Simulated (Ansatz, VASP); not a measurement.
## Two plane-wave programs on GaN

Contents of INCAR:

```
SYSTEM = GaN
PREC     = Accurate       ! precision mode
ENCUT    = 520            ! plane-wave cutoff, eV
EDIFF    = 1E-6           ! SCF threshold, eV
ISMEAR   = 0              ! smearing method
SIGMA    = 0.02           ! smearing width, eV
LREAL    = .False.        ! projectors in reciprocal space
LASPH    = .True.         ! aspherical terms in the spheres
NELM     = 80             ! most SCF steps
ALGO     = Normal         ! electronic algorithm
ISIF     = 2              ! what is computed and relaxed
LWAVE    = .False.        ! write WAVECAR
LCHARG   = .True.         ! write CHGCAR
GGA      = PE             ! functional
LELF     = .True.         ! ELF
LVHAR    = .True.       
NBANDS   = 26             ! bands
```

KPOINTS

```
regular mesh
0
Gamma
  12 12 6
  0 0 0
```

The input POSCAR:

```
GaN
1.0
    3.1800000000      0.0000000000      0.0000000000
   -1.5900000000      2.7539607840      0.0000000000
    0.0000000000      0.0000000000      5.1660000000
Ga N
2 2
Direct
    0.3333333333      0.6666666667      0.0000000000
    0.6666666667      0.3333333333      0.5000000000
    0.3333333333      0.6666666667      0.3750000000
    0.6666666667      0.3333333333      0.8750000000
```

Input for Ansatz:

```yaml
crystal:
  lattice:
    - [3.1799996605, 0.0, 0.0]
    - [-1.5899998303, 2.75396049, 0.0]
    - [0.0, 0.0, 5.166]
  atoms:
    - { symbol: Ga, position: [0.3333333333, 0.6666666667, 0.0] }
    - { symbol: Ga, position: [0.6666666667, 0.3333333333, 0.5] }
    - { symbol: "N", position: [0.3333333333, 0.6666666667, 0.375] }
    - { symbol: "N", position: [0.6666666667, 0.3333333333, 0.875] }
basis:
  ecutwfc: 420
kpoints:
  mp_grid: { grid: [12, 12, 6] }
hamiltonian:
  xc: pbe
scf:
  occupations: { method: gaussian, width: 0.02 }
output:
  forces: true
  stress: true
  eigenvalues: true
  populations: true
```

Alike in both runs: task single point; functional PBE; k mesh 12 × 12 × 6; occupations gaussian, width 0.02 eV; no spin polarisation.

|  | VASP | Ansatz |
| --- | --- | --- |
| version | VASP 6.6.1 | Ansatz 0.2.0 |
| potentials or method | VASP PAW PBE potentials, release 64 (Ga_d, N) | scalar-relativistic, plane waves, PAW |
| plane-wave cutoff (eV) | 520 | 420 |
| valence electrons in the cell | 36 | 36 |

Ansatz gave:

| Quantity | Value |
| --- | --- |
| gap on the k mesh at the Fermi level (eV) | 1.96 |
| least direct gap on the mesh (eV) | 1.96 |
| pressure (GPa) | 7.3 |
| largest component of the traceless stress (GPa) | 1.44 |
| rms of the force components (eV/Å) | 0.079 |

**Question.** What did VASP give for the same quantities?

**Answer.** gap on the k mesh at the Fermi level (eV): 1.97; least direct gap on the mesh (eV): 1.97; pressure (GPa): 7.4; largest component of the traceless stress (GPa): 1.45; rms of the force components (eV/Å): 0.078.

Atom by atom the forces differ by 0.001 eV/Å (rms over components).
